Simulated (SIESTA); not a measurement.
Runs of SIESTA 5.4.2 on Ge. It takes space group P6_3/mmc (No. 194, hexagonal). The conventional cell has a = 3.998 Å, b = 3.998 Å, c = 6.599 Å, α = 90.00°, β = 90.00°, γ = 120.00°. Ge (site symmetry 3m) has 4 Ge at 2.45 to 2.47 Å as nearest neighbours. This isn't the form of Ge at room conditions, which is diamond.

```csv
task,level,potentials or basis,cell,gap on the mesh (eV),pressure (GPa),largest force (eV/Å)
single point,PBEsol,"PseudoDojo 0.4 standard (PBEsol files), DZP (energy shift 0.003 Ry; two zetas on semicore shells)",as given,0.10,1.3,0.03
band structure,PBEsol,"PseudoDojo 0.4 standard (PBEsol files), DZP (energy shift 0.003 Ry; two zetas on semicore shells)",as given,-,1.3,0.03
band structure,vdW-DF-cx,"PseudoDojo 0.4 standard (PBE files), DZP (energy shift 0.003 Ry; two zetas on semicore shells)",as given,-,2.6,0.03
single point,PBEsol,"PseudoDojo 0.4 standard (PBEsol files), DZP (energy shift 0.003 Ry; two zetas on semicore shells)","atoms moved at random, drawn with an rms of 0.05 Å",0.07,1.3,0.67
band structure,AM05,"PseudoDojo 0.4 standard (PBEsol files), DZP (energy shift 0.003 Ry; two zetas on semicore shells)",as given,-,1.3,(b)
band structure,BLYP,"PseudoDojo 0.4 standard (PBE files), DZP (energy shift 0.003 Ry; two zetas on semicore shells)",as given,-,(a),0.05
```

Alike in all rows: no spin polarisation; k mesh 8 × 8 × 4; smearing fermi-dirac 0.05 eV; grid cutoff 800 Ry; energy shift 0.003 Ry.

Estimate the missing entries.

(a) 7.3; (b) 0.02.

Caveats: the basis of atomic orbitals isn't converged, which shifts pressures, moduli and gaps; the potentials were made for another functional, which shifts forces and pressure (some runs).

A k mesh can miss the band edges, and the runs leave out spin-orbit coupling on Ge.
